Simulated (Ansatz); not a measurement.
Pt: changing the pressure

The cell as given:

```cif
data_structure
_symmetry_space_group_name_H-M 'Im-3m'
_symmetry_Int_Tables_number 229
_cell_length_a 3.1684
_cell_length_b 3.1684
_cell_length_c 3.1684
_cell_angle_alpha 90.000
_cell_angle_beta 90.000
_cell_angle_gamma 90.000
_cell_volume 31.81
loop_
_atom_site_label
_atom_site_type_symbol
_atom_site_symmetry_multiplicity
_atom_site_Wyckoff_symbol
_atom_site_fract_x
_atom_site_fract_y
_atom_site_fract_z
_atom_site_occupancy
Pt1 Pt 2 a 0.00000 0.00000 0.00000 1
```

This isn't the form of Pt at room conditions, which is fcc.

Kept alike: task relaxation of cell and atoms; functional PBEsol; k mesh 12 × 12 × 12; occupations fermi-dirac, width 0.05 eV; no spin polarisation. Program: Ansatz, Ansatz PAW, cutoff 420 eV. The mesh is that of the run's cell of 1 atom. No spin-orbit coupling.

| run | volume (Å³/atom) |
| --- | --- |
| A | 14.935 |
| B | 13.936 |
| C | 14.699 |
| D | 15.194 |
| E | 15.087 |
| F | 14.287 |

The relaxations keep at least the cell's symmetry (Im-3m). For a metal such a mesh leaves the last digits unconverged. The runs follow the start's structure, whether or not it is the stable one at these pressures. P is the pressure aimed at, which the runs meet within some hundredths to tenths of a GPa. All rows use potentials made for PBE.

Problem. The runs differ in the pressure alone: 0; 2; 5; 10; 20; 30 GPa. Which run is which?

Solution. Run A is 5 GPa; run B is 30 GPa; run C is 10 GPa; run D is 0 GPa; run E is 2 GPa; run F is 20 GPa. The volume falls from 15.194 to 13.936 Å³/atom between 0 and 30 GPa. The volume falls ever more slowly, since the solid stiffens under load. At the pressures aimed at, which the runs meet within some tenths of a GPa, the step from 0 to 5 GPa gives a mean bulk modulus near 291 GPa, the last step 402 GPa.
